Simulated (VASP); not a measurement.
# TiO (P-6m2) in VASP: single point with HSE06

Aim: the single point of TiO with HSE06.

Everything below comes from runs of VASP 6.6.1. Logs are shortened: lines on timing, memory, paths and dates and some standing lists are left out, and cuts for length are marked.

## 1. The structure

Symmetry: P-6m2, No. 187, hexagonal system. Conventional cell: a = 2.791 Å, b = 2.791 Å, c = 2.797 Å, α = 90.00°, β = 90.00°, γ = 120.00°. Ti (site symmetry -6m2) is surrounded by 6 O at 2.13 Å. Around O (site symmetry -6m2) lie 6 Ti at 2.13 Å.

The cell comes from a database or a generator and needn't be the stable form of this composition.

## 2. Single point, HSE06

The input, POSCAR:

```
TiO
1.0
    2.7906300000      0.0000000000      0.0000000000
   -1.3953200000      2.4167600000      0.0000000000
    0.0000000000      0.0000000000      2.7969100000
Ti O
1 1
Direct
    0.6666700000      0.3333300000      0.0000000000
    0.0000000000      0.0000000000      0.5000000000
```

The input, INCAR.step1:

```
PREC = Accurate ; ENCUT = 520
EDIFF = 1E-5 ; ISMEAR = 0
SIGMA = 0.1 ; LREAL = False
LASPH = True ; NELM = 80
ALGO = Normal ; ISIF = 2
LWAVE = True ; LCHARG = False
NBANDS = 16 ; GGA = PE
```

The input, INCAR.step2:

```
PREC = Accurate ; ENCUT = 520
EDIFF = 1E-6 ; ISMEAR = 0
SIGMA = 0.1 ; LREAL = False
LASPH = True ; NELM = 80
ALGO = Normal ; ISIF = 2
LWAVE = False ; LCHARG = False
GGA = PE ; LHFCALC = True
HFSCREEN = 0.2 ; PRECFOCK = Fast
NBANDS = 16 ; ISTART = 1
```

The input, KPOINTS:

```
regular mesh
0
Gamma
  9 9 8
```

Potentials or basis: VASP PAW PBE potentials, release 64 (Ti_sv, O).

Launch:

```bash
$ cat potpaw_PBE.64/Ti_sv/POTCAR potpaw_PBE.64/O/POTCAR > POTCAR
$ cp INCAR.step1 INCAR
$ mpirun -np 1 vasp_std > vasp.out
$ cp INCAR.step2 INCAR
$ mpirun -np 1 vasp_std > vasp.out
```

OUTCAR:

```text
PREC = Accurate
   ENCUT = 520
   EDIFF = 1E-6
   ISMEAR = 0
   LREAL = False
   LASPH = True
   NELM = 80
   ISIF = 2
   GGA = PE
   LHFCALC = True
   HFSCREEN = 0.2
   PRECFOCK = Fast
   ISTART = 1

 ion  position               nearest neighbor table
   1  0.667  0.333  0.000-   2 2.13   2 2.13   2 2.13   2 2.13   2 2.13   2 2.13
   2  0.000  0.000  0.500-   1 2.13   1 2.13   1 2.13   1 2.13   1 2.13   1 2.13

  LATTYP: Found a hexagonal cell.
 ALAT       =     2.7906300000
 C/A-ratio  =     1.0022503879

  Lattice vectors:

 A1 = (   2.7906300000,   0.0000000000,   0.0000000000)
 A2 = (  -1.3953200000,   2.4167600000,   0.0000000000)
 A3 = (   0.0000000000,   0.0000000000,   2.7969100000)

Analysis of symmetry for initial positions (statically):
=====================================================================
 Subroutine PRICEL returns:
 Original cell was already a primitive cell.

 Routine SETGRP: Setting up the symmetry group for a
 hexagonal supercell.

 Subroutine GETGRP returns: Found  4 space group operations
 (whereof  4 operations were pure point group operations)
 out of a pool of 24 trial point group operations.

The static configuration has the point symmetry C_2v.

Analysis of symmetry for dynamics (positions and initial velocities):
=====================================================================
 Subroutine PRICEL returns:
 Original cell was already a primitive cell.

 Routine SETGRP: Setting up the symmetry group for a
 hexagonal supercell.

 Subroutine GETGRP returns: Found  4 space group operations
 (whereof  4 operations were pure point group operations)
 out of a pool of 24 trial point group operations.

The dynamic configuration has the point symmetry C_2v.

 Subroutine INISYM returns: Found  4 space group operations
 (whereof  4 operations are pure point group operations),
 and found     1 'primitive' translations

----------------------------------------------------------------------------------------

                                     Primitive cell

  volume of cell :      18.8632

  direct lattice vectors                    reciprocal lattice vectors
     2.790630000  0.000000000  0.000000000     0.358342023  0.206889303  0.000000000
    -1.395320000  2.416760000  0.000000000     0.000000000  0.413777123  0.000000000
     0.000000000  0.000000000  2.796910000     0.000000000  0.000000000  0.357537425

  length of vectors
     2.790630000  2.790635555  2.796910000     0.413777947  0.413777123  0.357537425

  position of ions in fractional coordinates (direct lattice)
     0.666670000  0.333330000  0.000000000
     0.000000000  0.000000000  0.500000000

  ion indices of the primitive-cell ions
   primitive index   ion index
                 1           1
                 2           2

----------------------------------------------------------------------------------------

 KPOINTS: regular mesh

Automatic generation of k-mesh.
 Grid dimensions read from file:
 generate k-points for:    9    9    8

 Generating k-lattice:

  Cartesian coordinates                     Fractional coordinates (reciprocal lattice)
     0.039815780  0.022987700  0.000000000     0.111111111 -0.000000000  0.000000000
     0.000000000  0.045975236  0.000000000     0.000000000  0.111111111  0.000000000
     0.000000000  0.000000000  0.044692178     0.000000000  0.000000000  0.125000000

  Length of vectors
     0.045975327  0.045975236  0.044692178

  Shift w.r.t. Gamma in fractional coordinates (k-lattice)
     0.000000000  0.000000000  0.000000000

 Subroutine IBZKPT returns following result:
 ===========================================

 Found    125 irreducible k-points:

 Following reciprocal coordinates:
            Coordinates               Weight
  0.000000  0.000000  0.000000      1.000000
  0.111111 -0.000000  0.000000      4.000000
 -0.111111  0.111111  0.000000      2.000000
  0.222222  0.000000  0.000000      4.000000
 -0.222222  0.222222  0.000000      2.000000
  0.333333 -0.000000  0.000000      4.000000
[... 16 lines left out ...]
 -0.222222 -0.444444  0.000000      4.000000
  0.444444  0.333333  0.000000      4.000000
 [... further k-points ...]
   k-points           NKPTS =    125   k-points in BZ     NKDIM =    648   number of bands    NBANDS=     16
   number of dos      NEDOS =    301   number of ions     NIONS =      2
   total plane-waves  NPLWV =  13824
   dimension x,y,z NGX =    24 NGY =   24 NGZ =   24
   dimension x,y,z NGXF=    48 NGYF=   48 NGZF=   48
   ions per type =               1   1
   NGX,Y,Z   is equivalent  to a cutoff of  14.30, 14.30, 14.27 a.u.
   NGXF,Y,Z  is equivalent  to a cutoff of  28.59, 28.59, 28.53 a.u.
 SYSTEM =  unknown system
   PREC   = accura    normal or accurate (medium, high low for compatibility)
   ISTART =      1    job   : 0-new  1-cont  2-samecut
   ICHARG =      0    charge: 1-file 2-atom 10-const
   ISPIN  =      1    spin polarized calculation?
   LNONCOLLINEAR =      F non collinear calculations
   LSORBIT =      F    spin-orbit coupling
   LASPH  =      T    aspherical Exc in radial PAW
   ENCUT  =  520.0 eV  38.22 Ry    6.18 a.u.   5.19  5.19  5.20*2*pi/ulx,y,z
   NELM   =     80;   NELMIN=  2; NELMDL=  0     # of ELM steps
   EDIFF  = 0.1E-05   stopping-criterion for ELM
   LREAL  =      F    real-space projection
   EDIFFG = 0.1E-04   stopping-criterion for IOM
   NSW    =      0    number of steps for IOM
   IBRION =     -1    ionic relax: 0-MD 1-quasi-New 2-CG
   NFREE  =      0    steps in history (QN), initial steepest desc. (CG)
   ISIF   =      2    stress and relaxation
   ISYM   =      3    0-nonsym 1-usesym 2-fastsym
   POTIM  = 0.5000    time-step for ionic-motion
   TEBEG  =    0.0;   TEEND  =   0.0 temperature during run
   PSTRESS=    0.0 pullay stress
   NELECT =      18.0000    total number of electrons
   NUPDOWN=      -1.0000    fix difference up-down
   EMIN   =  10.00;   EMAX   =-10.00  energy-range for DOS
   EFERMI =   0.00;   METHOD = LEGACY
   ISMEAR =     0;   SIGMA  =   0.10  broadening in eV -4-tet -1-fermi 0-gaus
   EFERMI_NEDOS =   21; number of points for ismear=-14 and -15
   IALGO  =     38    algorithm
   IMIX   =      1    mixing-type and parameters
     AMIX     =   0.40;   BMIX     =  1.00
     AMIX_MAG =   1.60;   BMIX_MAG =  1.00
  volume/ion in A,a.u.               =       9.43        63.65
  Fermi-wavevector in a.u.,A,eV,Ry     =   1.611737  3.045742 35.343813  2.597697
  Thomas-Fermi vector in A             =   2.707080
   LORBIT       =      0    0 simple, 1 ext, 2 COOP (PROOUT), +10 PAW based schemes
   GGA     = PE    functional components
   LHFCALC =     T    Hartree Fock is set to
   PRECFOCK=fast      Normal, Fast or Accurate (Low or Medium for compatibility)
   ENCUT4O =  -1.0   cutoff for four orbital integrals eV
   NKREDX  =     1    reduce k-point grid by
   NKREDY  =     1    reduce k-point grid by
   NKREDZ  =     1    reduce k-point grid by
   AEXX    =    0.2500 exact exchange contribution
   HFSCREEN=    0.2000 screening length (either q_TF or 0.3 A-1)
   HFSCREENC=   0.2000 screening length for correlation (either q_TF or 0.3 A-1)
   ENCUTFOCK=  -1.0 apply spherical cutoff to Coloumb kernel
   IVDW    =     0    specifies the selected vdW correction
   LEPSILON=     F    determine dielectric tensor
   LRPA    =     F    only Hartree local field effects (RPA)
 non-spin polarized calculation
 Gauss-broadening in eV      SIGMA  =   0.10
  energy-cutoff  :      520.00
  volume of cell :       18.86
 maximum number of plane-waves:       527
 NGX is ok and might be reduce to    24
  NGX = 12; NGY = 12; NGZ = 12

 number of electron      17.9999998 magnetization

 Free energy of the ion-electron system (eV)
  ---------------------------------------------------
  ext. energy  EPLUGINS =         0.00000000
  ---------------------------------------------------
  free energy    TOTEN  =       -21.74993603 eV

  energy without entropy =      -21.74965419  energy(sigma->0) =      -21.74979511

 E-fermi :  12.0772     XC(G=0): -10.6120

 val. band max:       12.0721738231   @ k =   0.0000   0.0000   0.5000
 cond. band min:      12.2185436745   @ k =   0.0000   0.0000   0.3750
 fundamental gap:      0.1463698515
 Fermi energy:        12.0771562527

 k-point     1 :       0.0000    0.0000    0.0000
  band No.  band energies     occupation
      1     -50.8859      2.00000
      2     -25.3796      2.00000
      3     -25.0363      2.00000
      4     -25.0362      2.00000
      5     -13.0754      2.00000
      6       4.8505      2.00000
[... 8 lines left out ...]
     15      27.0439      0.00000
     16      30.2231      0.00000

 k-point     2 :       0.1111   -0.0000    0.0000
  band No.  band energies     occupation
      1     -50.8679      2.00000
      2     -25.3627      2.00000
      3     -25.1641      2.00000
      4     -25.0608      2.00000
      5     -12.9046      2.00000
      6       4.2400      2.00000
[... 8 lines left out ...]
     15      26.7992      0.00000
     16      30.1046      0.00000

 k-point     3 :      -0.1111    0.1111    0.0000
  band No.  band energies     occupation
      1     -50.8679      2.00000
      2     -25.3627      2.00000
      3     -25.1641      2.00000
      4     -25.0607      2.00000
      5     -12.9046      2.00000
      6       4.2400      2.00000
[... 8 lines left out ...]
     15      26.7992      0.00000
     16      30.1046      0.00000

 k-point     4 :       0.2222    0.0000    0.0000
  band No.  band energies     occupation
      1     -50.8222      2.00000
      2     -25.4764      2.00000
      3     -25.3199      2.00000
      4     -25.1225      2.00000
      5     -12.4727      2.00000
      6       2.9866      2.00000
[... 8 lines left out ...]
     15      26.4107      0.00000
     16      29.4226      0.00000

 k-point     5 :      -0.2222    0.2222    0.0000
  band No.  band energies     occupation
      1     -50.8222      2.00000
      2     -25.4764      2.00000
      3     -25.3199      2.00000
      4     -25.1225      2.00000
      5     -12.4727      2.00000
      6       2.9866      2.00000
[... 8 lines left out ...]
     15      26.4108      0.00000
     16      29.4226      0.00000

 k-point     6 :       0.3333   -0.0000    0.0000
  band No.  band energies     occupation
      1     -50.7697      2.00000
      2     -25.8136      2.00000
      3     -25.2712      2.00000
      4     -25.1922      2.00000
      5     -11.9763      2.00000
      6       1.8419      2.00000
[... 8 lines left out ...]
     15      25.9965      0.00000
     16      28.2783      0.00000
[... 267 lines left out ...]
 k-point    21 :      -0.2222    0.4444    0.0000
  band No.  band energies     occupation
      1     -50.7466      2.00000
      2     -25.8271      2.00000
      3     -25.3637      2.00000
      4     -25.2500      2.00000
      5     -11.7536      2.00000
      6       1.8896      2.00000
[... 8 lines left out ...]
     15      26.0026      0.00000
     16      27.8978      0.00000

 k-point    22 :       0.3333    0.2222    0.0000
  band No.  band energies     occupation
      1     -50.7201      2.00000
      2     -25.8998      2.00000
      3     -25.4932      2.00000
      4     -25.2258      2.00000
      5     -11.4990      2.00000
      6       1.7553      2.00000
[... 8 lines left out ...]
     15      25.3734      0.00000
     16      27.0482      0.00000

 k-point    23 :      -0.2222   -0.4444    0.0000
  band No.  band energies     occupation
      1     -50.7201      2.00000
      2     -25.8998      2.00000
      3     -25.4933      2.00000
      4     -25.2258      2.00000
      5     -11.4990      2.00000
      6       1.7554      2.00000
[... 8 lines left out ...]
     15      25.3734      0.00000
     16      27.0483      0.00000

 k-point    24 :       0.4444    0.3333    0.0000
  band No.  band energies     occupation
      1     -50.7201      2.00000
      2     -25.8998      2.00000
      3     -25.4932      2.00000
      4     -25.2258      2.00000
      5     -11.4990      2.00000
      6       1.7554      2.00000
[... 8 lines left out ...]
     15      25.3734      0.00000
     16      27.0483      0.00000

 [... further k-points ...]
[... 5 lines left out ...]
  --------------------------------------------------------------------------------------
  -------------------------------------------------------------------------------------
  Total        0.0593307      0.0593510      0.3597245      0.0000173      0.0000000      0.0000000
  in kB        5.0393606      5.0410862     30.5538742      0.0014713      0.0000000      0.0000000
  external PRESSURE =      13.5447737 kB  Pullay stress =       0.0000000 kB

 VOLUME and BASIS-vectors are now :
 -----------------------------------------------------------------------------
  energy-cutoff  :      520.00
  volume of cell :       18.86
      direct lattice vectors                 reciprocal lattice vectors
     2.790630000  0.000000000  0.000000000     0.358342023  0.206889303  0.000000000
    -1.395320000  2.416760000  0.000000000     0.000000000  0.413777123  0.000000000
     0.000000000  0.000000000  2.796910000     0.000000000  0.000000000  0.357537425

 POSITION                                       TOTAL-FORCE (eV/Angst)
 -----------------------------------------------------------------------------------
      1.39533      0.80558      0.00000        -0.000118      0.000068      0.000000
      0.00000      0.00000      1.39846         0.000118     -0.000068      0.000000
 -----------------------------------------------------------------------------------
    total drift:                               -0.000022     -0.000044      0.000000

  FREE ENERGIE OF THE ION-ELECTRON SYSTEM (eV)
  ---------------------------------------------------
  free  energy   TOTEN  =       -21.7499360333 eV

  energy  without entropy=      -21.7496541919  energy(sigma->0) =      -21.74979511
```

Run time: 2.4 h. Hardware: 1 thread of AMD EPYC 9R45 (Zen 5), shared host; peak memory 0.26 GiB.

What came out:

```yaml
Free_energy: -21.7499 eV
Pressure: 1.4 GPa
Band_gap_on_the_k_mesh: none (metal or under the smearing width)
```

Stress tensor (GPa, compression positive):
```
0.50 0.00 0.00
0.00 0.50 0.00
0.00 0.00 3.06
```

Caveat: the PAW data sets were made with another functional, which shifts forces and pressure a little.
